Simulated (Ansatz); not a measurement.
The cell is COD entry 1534488, as deposited and not checked against the literature; nothing was relaxed. The listed cell was then made from it by scaling, straining or moving an atom.

Sn: DFT, PBE, PAW with Ansatz's default frozen-core files, scalar-relativistic (Ansatz 0.2.0). What sets it apart from a plain run of this crystal: atom 1 (Sn) moved by (0.0354, 0.0354, 0.0000) Å.

```yaml
crystal:
  lattice:
    - [-2.91585, 2.91585, 1.59065]
    - [2.91585, -2.91585, 1.59065]
    - [2.91585, 2.91585, -1.59065]
  atoms:
    - { symbol: Sn, position: [0.0060625547, 0.0060625547, 0.0121251093] }
    - { symbol: Sn, position: [0.75, 0.25, 0.5] }
kpoints:
  mp_grid: { grid: [15, 15, 10] }
scf:
  occupations: { method: fermi_dirac, width: 0.05 }
hamiltonian:
  xc: pbe
  pseudopotentials: { kind: paw }
output:
  forces: true
  stress: true
  eigenvalues: true
  efg: { contact_densities: true }
```

Output (standing set-up lines are left out):

```
Warning: crystal.symmetry: narrowed to the stabiliser of the k-point mesh — unitary ops 4 → 2; excluded 2 operations that carry a point of the 15×15×10 mesh (shift [0, 0, 0]) off the mesh (the run samples exactly the mesh kpoints.mp_grid names, as under crystal.symmetry.detect: false, and its converged state has the mesh's symmetry, not the crystal's; ε∞, the Born charges and the force constants of a linear response (`dielectric:` by the response, `phonons.method: dfpt`) are averaged over those of the crystal's operations that the state keeps within a tolerance, where `mesh_tensors`, `unaveraged_element` or `gamma_mean_max_change_ev_ang2` stands beside them; a row that `dielectric.field_direction` solves alone is averaged likewise, with nothing beside; a Γ-centred mesh of equal divisions is mapped onto itself by every operation and keeps the whole group, as does a half-shifted one under kpoints.further_shifts: images)
Symmetry: 2 space group operations
k-points: 1126 of 2250
SCF iter   1: F=—  HF=-12048.318140 eV  |F-HF|=—  |Δ(HF+E_count)|=         —  Δρ=1.03e-3  dr2=3.03e-4  ethr=1.77e-3  ⟨swp⟩=6.0  Hψ=103437  notcnv=0
preconditioner: auto → Kerker (q_TF=auto, 2.445 Å⁻¹)  [metal: Δε(μ)=0.002 eV  Ē_g=20.283 eV  σ=0.050 eV  W_gap=0.01  n_scr=16 (ndim 8)  ℏωp=26.7 eV  f_vac=0.000  D(μ)=1.03/eV (n_scr^D=4)]
SCF iter   2: F=—  HF=-12048.317126 eV  |F-HF|=—  |Δ(HF+E_count)|=   1.01e-3  Δρ=6.52e-4  dr2=1.65e-4  ethr=1.08e-6  ⟨swp⟩=2.0  Hψ=45114  notcnv=0
SCF iter   3: F=—  HF=-12048.317123 eV  |F-HF|=—  |Δ(HF+E_count)|=   3.03e-6  Δρ=3.82e-4  dr2=5.72e-5  ethr=5.90e-7  ⟨swp⟩=2.0  Hψ=36057  notcnv=0
SCF iter   4: F=—  HF=-12048.317159 eV  |F-HF|=—  |Δ(HF+E_count)|=   3.63e-5  Δρ=1.55e-4  dr2=7.44e-6  ethr=2.04e-7  ⟨swp⟩=2.0  Hψ=36078  notcnv=0
SCF iter   5: F=—  HF=-12048.317154 eV  |F-HF|=—  |Δ(HF+E_count)|=   5.74e-6  Δρ=5.88e-5  dr2=1.08e-6  ethr=2.66e-8  ⟨swp⟩=2.0  Hψ=31524  notcnv=0
SCF iter   6: F=-12048.317153 eV  HF=-12048.317153 eV  |F-HF|=1.15e-8  |Δ(HF+E_count)|=   7.36e-7  Δρ=6.61e-6  dr2=1.34e-8  ethr=3.57e-10  ⟨swp⟩=3.5  Hψ=93257  notcnv=0
SCF 1 converged in 6 iterations: F = -12048.317153 eV  dr2 = 1.34e-8
  greatest PAW one-centre occupation: 0.991 electrons in one spin orbital (limit 2), on the Sn atom at site 1 (counted from 0), in its partial waves of l = 2
SCF converged after 6 iterations
Free energy (F): -12048.317153 eV
Harris-Foulkes:  -12048.317153 eV  (|F-HF|=1.15e-8)
Internal energy: -12048.308749 eV  (E = F + TS)
E sigma→0 (E₀):  -12048.312951 eV
Entropy (-TS):   -0.008404 eV (-4.202 meV/atom)
Fermi energy:    10.798447 eV
--- Per-component energies (eV) ---
  E_band       = -162.740546
  E_kinetic    = 373.682228
  E_local      = -1695.911523  (includes V_loc(G=0)·N_el)
  E_nonlocal   = -64.695127
  E_hartree    = 1063.498410
  E_xc         = -765.419687
  E_vxc        = -192.502294  (∫ρ·V_xc dr)
  E_paw        = -8272.482387  (= ΣΔE_a)
  E_vpaw       = -710.306298  (= ΣTr[D̂ρ^β])
  E_aug_tail   = -0.000001  (compensation charges beyond the density's cutoff)
  E_ewald      = -2686.980661
  E_smearing   = -0.008404  (= −TS)
  E_closure    = -0.000000  (closes the sum)
  Σ components = -12048.317153   (vs F -12048.317153, Δ=0.00e0)
--- Forces (eV/Å), atoms counted from 1 ---
  atom   1  Sn    -0.14487853    -0.14769223     0.00025444
  atom   2  Sn     0.14487853     0.14769223    -0.00025444
  max |Σ_I F_I| component: 0.00e0 eV/Å
--- Stress (GPa, compression-positive) ---
        3.109412      -0.123598      -0.211595
       -0.123598       3.108591       0.306566
       -0.211595       0.306566       1.956199
  P = ⅓ Tr σ = 2.7247 GPa (27.247 kbar)
--- PAW observables at the nuclei: V_zz in 10²¹ V/m², potentials from the cell's mean, atoms counted from 1 ---
  atom   1  Sn V_zz =    +4.720933   η = 0.1301   by run symmetry: allowed
            electrostatic potential = -8174.621337 V   contact ρ = 1236407.467323 e/Å³
  atom   2  Sn V_zz =    +4.720933   η = 0.1301   by run symmetry: allowed
            electrostatic potential = -8174.621337 V   contact ρ = 1236407.467323 e/Å³
--- Band table (eV; the first three rows and the last of 1126) ---
  k-point 0: bands = ["-10.8740", "-10.7868", "-10.7462", "-10.7314", "-10.5822", "-10.5811", "-10.5718", "-10.5701", "-10.4817", "-10.3701", "-0.3680", "7.1872", "8.8080", "8.8161", "13.7541", "17.0530", "17.0656", "17.6395"]
  k-point 1: bands = ["-10.8657", "-10.7883", "-10.7397", "-10.7363", "-10.5864", "-10.5765", "-10.5684", "-10.5678", "-10.4866", "-10.3786", "-0.2777", "6.4426", "8.9155", "9.3859", "14.1742", "16.2431", "16.5654", "17.6100"]
  k-point 2: bands = ["-10.8416", "-10.7918", "-10.7502", "-10.7188", "-10.5993", "-10.5654", "-10.5626", "-10.5590", "-10.5008", "-10.4021", "-0.0068", "5.2106", "9.2357", "10.1661", "14.9616", "15.2804", "15.6043", "17.3234"]
  k-point 1125: bands = ["-10.8074", "-10.7156", "-10.6946", "-10.6739", "-10.6408", "-10.6120", "-10.5417", "-10.5233", "-10.4772", "-10.4365", "2.7677", "6.1854", "8.2414", "9.3392", "10.8034", "13.4002", "14.0960", "14.9461"]
```
